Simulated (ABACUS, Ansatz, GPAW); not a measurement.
**One calculation of Si2Ni, 4 ways**

```
Ni Si
1.0
     0.00000    2.70300    2.70300
     2.70300    0.00000    2.70300
     2.70300    2.70300    0.00000
Ni Si
1 2
Cartesian
  0.0143 0.0009 0.0401
  4.1013 4.1078 4.0658
  1.3735 1.3512 1.3452
```

Atoms were shifted at random by some hundredths of an Å from the given cell, which wasn't relaxed again for these runs.

Alike in all runs: task single point; functional PBEsol; k mesh 9 × 9 × 9; occupations fermi-dirac, width 0.05 eV; collinear spin, ferromagnetic start; no spin-orbit coupling. Pressure is positive in compression and, in plane waves, holds the error of the finite cutoff, which Ansatz's Pulay term estimates and takes out.

```json
{"program and potentials": "Ansatz, Ansatz PAW", "plane-wave cutoff (eV)": "420", "notes": "potentials made for PBE, which Ansatz adapts in part; 8.67 valence electrons an atom on average; Pulay term of +0.05 GPa included", "pressure (GPa)": "-0.70", "net moment per atom (μB)": "0.00", "largest force (eV/Å)": "0.455", "energy over the undisturbed cell (meV/atom)": "7.18"}
{"program and potentials": "Ansatz, all-electron LAPW, scalar-relativistic", "plane-wave cutoff (eV)": "-", "notes": "-", "pressure (GPa)": "-0.72", "net moment per atom (μB)": "0.00", "largest force (eV/Å)": "0.455", "energy over the undisturbed cell (meV/atom)": "-"}
{"program and potentials": "GPAW, PAW data sets generated for this functional", "plane-wave cutoff (eV)": "600", "notes": "8 valence electrons an atom on average; this data set often lies off other programs", "pressure (GPa)": "0.57", "net moment per atom (μB)": "0.00", "largest force (eV/Å)": "0.468", "energy over the undisturbed cell (meV/atom)": "-"}
{"program and potentials": "ABACUS, PseudoDojo NC SR 0.4.1 PBEsol standard, plane waves", "plane-wave cutoff (eV)": "1333", "notes": "8.67 valence electrons an atom on average", "pressure (GPa)": "-0.73", "net moment per atom (μB)": "0.00", "largest force (eV/Å)": "0.457", "energy over the undisturbed cell (meV/atom)": "7.23"}
```

Force on atom 2 (Si), eV/Å:

```tsv
program and potentials	x	y	z
Ansatz, Ansatz PAW	-0.207	-0.401	0.060
Ansatz, all-electron LAPW, scalar-relativistic	-0.207	-0.400	0.060
GPAW, PAW data sets generated for this functional	-0.212	-0.410	0.064
ABACUS, PseudoDojo NC SR 0.4.1 PBEsol standard, plane waves	-0.208	-0.403	0.059
```

The pressure spans -0.73 (ABACUS, PseudoDojo NC SR 0.4.1 PBEsol standard, plane waves) to 0.57 GPa (GPAW, PAW data sets generated for this functional), with all-electron results at -0.72. All agree on the net moment per atom. The state is the one that the start led to, which needn't be the lowest.

The functional is the same throughout but for its coding, so the spread measures potentials, basis and numerics; runs on potential files found faulty are left out.
